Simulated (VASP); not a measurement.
AlN: relaxation of cell and atoms with PBE

Crystal: AlN.

```
Al N
1.0
     3.12734    0.00000    0.00000
    -1.56367    2.70836    0.00000
     0.00000    0.00000    5.01754
Al N
2 2
Cartesian
  0.0000 1.8056 5.0142
  1.5637 0.9028 2.5054
  0.0000 1.8056 1.9100
  1.5637 0.9028 4.4188
```

| Item | Value |
| --- | --- |
| Program | VASP 6.6.1 |
| Task | relaxation of cell and atoms |
| Functional | PBE |
| Potentials or basis | VASP PAW PBE potentials, release 64 (Al, N) |
| Cutoff | 600 eV |
| k mesh | 12 × 12 × 6 |
| Occupations | gaussian, width 0.03 eV |
| Spin | no spin polarisation |
| Further INCAR settings | ALGO = Normal; EDIFF = 1e-07; IBRION = 2; EDIFFG = -0.005; NSW = 90; ISIF = 3 |

The energy gained by relaxing is 0.0 meV/atom, the ionic steps are 2 and the pressure after relaxing is 0.0 GPa. The largest force after relaxing is 0.005 eV/Å. The band gap on the k mesh is 4.06 eV, direct.

Forces in eV/Å, atoms in the order of the input:
```
Al   0.000  0.000 -0.005
Al   0.000  0.000 -0.005
N    0.000  0.000  0.005
N    0.000  0.000  0.005
```

Final structure:
```
Al N
1.0
     3.12787    0.00000    0.00000
    -1.56393    2.70881    0.00000
     0.00000    0.00000    5.01593
Al N
2 2
Direct
  0.33333 0.66667 0.99930
  0.66667 0.33333 0.49930
  0.33333 0.66667 0.38070
  0.66667 0.33333 0.88070
```

Levels at points of the mesh, in eV from the valence-band top:
```csv
k point,band 5,band 6,band 7,band 8,band 9,band 10,band 11,band 12
"(0.00, 0.00, 0.00)",-0.84,-0.20,-0.20,0.00,4.06,6.53,10.47,11.05
"(0.50, 0.00, 0.00)",-3.30,-2.05,-1.74,-0.68,5.77,5.77,8.04,10.16
"(0.00, 0.00, 0.50)",-0.53,-0.53,-0.53,-0.53,6.33,6.33,10.18,10.18
"(0.50, 0.00, 0.50)",-1.44,-1.44,-1.35,-1.35,5.25,5.25,9.16,9.16
```

Wall time 13 s on 2 MPI ranks on Intel(R) Xeon(R) 6975P-C (Granite Rapids), on a shared host, peak memory 0.18 GiB a rank.

A k mesh can miss the band edges. Expect the measured gap to be larger: semilocal functionals such as PBE lack the derivative discontinuity.
